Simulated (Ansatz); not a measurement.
## BeTe and its competing phases

Level of theory: Ansatz 0.2.0, DFT PBE, scalar-relativistic, plane waves, PAW. All cells share a 420 eV cutoff and Γ-centred k meshes spaced at most about 0.3 Å⁻¹ (2π included). No spin polarisation.

The zero of energy is the elements' standard structures at the same level; no fitted shifts are applied.

Temperature and zero-point effects are left out. Spin–orbit coupling, which can matter for Te, is left out. The reference form of Te is held partly by dispersion forces, which this level lacks.

The competitors are the elements and 1 reference phase of this chemical system (from databases or known types: BeTe), relaxed at the same level; other known phases may be missing.

The candidate was reached from: 4-connected net, two elements alternating.

```cif
data_structure
_symmetry_space_group_name_H-M 'I-43d'
_symmetry_Int_Tables_number 220
_cell_length_a 8.1291
_cell_length_b 8.1291
_cell_length_c 8.1291
_cell_angle_alpha 90.000
_cell_angle_beta 90.000
_cell_angle_gamma 90.000
_cell_volume 537.18
loop_
_atom_site_label
_atom_site_type_symbol
_atom_site_symmetry_multiplicity
_atom_site_Wyckoff_symbol
_atom_site_fract_x
_atom_site_fract_y
_atom_site_fract_z
_atom_site_occupancy
Be1 Be 12 a 0.75000 0.12500 0.00000 1
Te1 Te 12 b 0.12500 0.50000 0.25000 1
```

Question: Where does it stand against these competitors?

Answer: Not the lowest form: another structure of the same formula lies lower. Its formation energy is -0.137 eV/atom. The lowest competing phase at this composition is this:

```csv
phase,space group,source,share of atoms,ΔE_f (eV/atom)
BeTe,F-43m (No. 216),COD,1.0000,-0.361
```

The candidate lies 0.22 eV/atom above this phase. The candidate matches no cell in the subsets of the Crystallography Open Database and the Materials Project at hand. The margin is far too high for a likely synthesis.
